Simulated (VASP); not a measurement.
These are PBE GGA, VASP's PBE PAW potentials (set 64) (plane waves; VASP) values and carry that method's errors.

Input for VASP

KPOINTS:
```
Regular mesh
0
Gamma
7 4 5
```

**INCAR**
```
# general
SYSTEM   =  ZrO2
PREC     =  Accurate
ENCUT    =  400
LREAL    =  .False.
LASPH    =  .True.

# electronic loop
EDIFF    =  1E-6
NELM     =  100
ALGO     =  Normal
LMAXMIX  =  4

# smearing
ISMEAR   =  0
SIGMA    =  0.01

# functional
GGA      =  PE

# ions
ISIF     =  2

# output
LWAVE    =  .False.
LCHARG   =  .False.
```

File POSCAR:
```
ZrO2
1
    3.6559730000     0.0000000000     0.0000000000
    0.0000000000     7.3119460000     0.0000000000
    0.0000000000     0.0000000000     5.3061500000
Zr O
4 8
Direct
  0.0000000000   0.0000000000   0.0000000000
  0.0000000000   0.5000000000   0.0000000000
  0.5000000000   0.2500000000   0.5000000000
  0.5000000000   0.7500000000   0.5000000000
  0.0000000000   0.2500000000   0.3017700000
  0.0000000000   0.7500000000   0.3017700000
  0.0000000000   0.2500000000   0.8017700000
  0.0000000000   0.7500000000   0.8017700000
  0.5000000000   0.0000000000   0.1982300000
  0.5000000000   0.5000000000   0.1982300000
  0.5000000000   0.0000000000   0.6982300000
  0.5000000000   0.5000000000   0.6982300000
```

POTCAR, in this order: Zr_sv O (PBE.64 set). Program: vasp_std.

What VASP printed:

OSZICAR:
```
       N       E                     dE             d eps       ncg     rms          rms(c)
DAV:   1     0.817242935431E+03    0.81724E+03   -0.47439E+04  4104   0.141E+03
DAV:   2    -0.718080888448E+02   -0.88905E+03   -0.86348E+03  5157   0.425E+02
DAV:   3    -0.135001311957E+03   -0.63193E+02   -0.62905E+02  5418   0.109E+02
DAV:   4    -0.139218073965E+03   -0.42168E+01   -0.42138E+01  6414   0.228E+01
DAV:   5    -0.139391356398E+03   -0.17328E+00   -0.17327E+00  5366   0.358E+00    0.478E+01
DAV:   6    -0.114686917958E+03    0.24704E+02   -0.13793E+02  5165   0.515E+01    0.200E+01
DAV:   7    -0.114807154346E+03   -0.12024E+00   -0.10032E+01  5655   0.128E+01    0.104E+01
DAV:   8    -0.114753725320E+03    0.53429E-01   -0.80347E-01  4760   0.447E+00    0.127E+00
DAV:   9    -0.114758164501E+03   -0.44392E-02   -0.13645E-01  5480   0.133E+00    0.752E-01
DAV:  10    -0.114760896887E+03   -0.27324E-02   -0.46923E-02  5000   0.109E+00    0.383E-01
DAV:  11    -0.114760277028E+03    0.61986E-03   -0.91450E-03  4712   0.441E-01    0.140E-01
DAV:  12    -0.114760252199E+03    0.24828E-04   -0.70688E-04  5496   0.122E-01    0.413E-02
DAV:  13    -0.114760264502E+03   -0.12302E-04   -0.48558E-05  5264   0.357E-02    0.110E-02
DAV:  14    -0.114760267120E+03   -0.26185E-05   -0.93202E-06  4847   0.140E-02    0.627E-03
DAV:  15    -0.114760266893E+03    0.22693E-06   -0.94677E-07  2704   0.620E-03
   1 F= -.11476027E+03 E0= -.11476027E+03  d E =-.171624E-29
```

**OUTCAR**
```
------------------------ aborting loop because EDIFF is reached ----------------------------------------
  FORCE on cell =-STRESS in cart. coord.  units (eV):
  Direction    XX          YY          ZZ          XY          YZ          ZX
  --------------------------------------------------------------------------------------
  Total      -10.6635337    -10.6468758     -9.9010024      0.0000000      0.0000000      0.0000000
  in kB     -120.4470725   -120.2589177   -111.8341062      0.0000000      0.0000000      0.0000000
  external PRESSURE =    -117.5133655 kB  Pullay stress =       0.0000000 kB
  volume of cell :      141.85
      direct lattice vectors                 reciprocal lattice vectors
     3.655973000  0.000000000  0.000000000     0.273524996  0.000000000  0.000000000
     0.000000000  7.311946000  0.000000000     0.000000000  0.136762498  0.000000000
     0.000000000  0.000000000  5.306150000     0.000000000  0.000000000  0.188460560
 POSITION                                       TOTAL-FORCE (eV/Angst)
 -----------------------------------------------------------------------------------
      0.00000      0.00000      0.00000         0.000000      0.000000      0.000291
      0.00000      3.65597      0.00000         0.000000     -0.000000      0.000291
      1.82799      1.82799      2.65307        -0.000000      0.000000     -0.000291
      1.82799      5.48396      2.65307        -0.000000      0.000000     -0.000291
      0.00000      1.82799      1.60124        -0.000000      0.000000      0.224544
      0.00000      5.48396      1.60124        -0.000000      0.000000      0.224544
      0.00000      1.82799      4.25431         0.000000      0.000000      0.224713
      0.00000      5.48396      4.25431         0.000000      0.000000      0.224713
      1.82799      0.00000      1.05184        -0.000000     -0.000000     -0.224544
      1.82799      3.65597      1.05184        -0.000000     -0.000000     -0.224544
      1.82799      0.00000      3.70491        -0.000000     -0.000000     -0.224713
      1.82799      3.65597      3.70491        -0.000000     -0.000000     -0.224713
 -----------------------------------------------------------------------------------
    total drift:                                0.000000      0.000000     -0.000000
  FREE ENERGIE OF THE ION-ELECTRON SYSTEM (eV)
  ---------------------------------------------------
  free  energy   TOTEN  =      -114.7602668932 eV

  energy  without entropy=     -114.7602668932  energy(sigma->0) =     -114.76026689
```
(Selected blocks of OUTCAR.)

File OUTCAR:
```
 val. band max:        5.8073841449   @ k =   0.0000   0.0000   0.4000

 cond. band min:       9.7141901399   @ k =   0.0000   0.0000   0.0000


 Fermi energy:         5.8846251766

 k-point     1 :       0.0000    0.0000    0.0000
  band No.  band energies     occupation
      1     -41.8483      2.00000
      2     -41.8154      2.00000
      3     -41.8154      2.00000
      4     -41.8085      2.00000
      5     -20.2613      2.00000
      6     -20.1334      2.00000
      7     -20.1334      2.00000
      8     -19.9319      2.00000
      9     -19.9319      2.00000
     10     -19.8216      2.00000
     11     -19.8216      2.00000
     12     -19.7491      2.00000
     13     -19.7482      2.00000
     14     -19.7482      2.00000
     15     -19.7034      2.00000
     16     -19.7034      2.00000
     17     -11.5196      2.00000
     18     -10.4152      2.00000
     19     -10.4152      2.00000
     20     -10.3617      2.00000
     21      -9.9095      2.00000
     22      -9.9083      2.00000
     23      -9.9083      2.00000
     24      -9.5351      2.00000
     25       1.1795      2.00000
     26       1.4454      2.00000
     27       1.5928      2.00000
     28       1.5928      2.00000
     29       1.8072      2.00000
     30       1.8072      2.00000
     31       2.9526      2.00000
     32       2.9526      2.00000
     33       3.1928      2.00000
     34       3.1928      2.00000
     35       3.4763      2.00000
     36       3.4764      2.00000
     37       3.8565      2.00000
     38       3.8565      2.00000
     39       4.4463      2.00000
     40       4.4463      2.00000
     41       4.5356      2.00000
     42       4.5358      2.00000
     43       5.1480      2.00000
     44       5.6590      2.00000
     45       5.6811      2.00000
     46       5.6811      2.00000
     47       5.7457      2.00000
     48       5.7459      2.00000
     49       9.7142      0.00000
     50      10.0880      0.00000
     51      10.0880      0.00000
...
```

At this cut-off the stress carries a Pulay error, which pulls relaxed volumes low.

The structure comes from a computed database's ZrO2 entry; how it stands against other phases isn't given here. The cell was not relaxed at this level. The run is one of a series of settings (KPOINTS 7×4×5 Γ-centred mesh against the base run), some of them coarse on purpose.
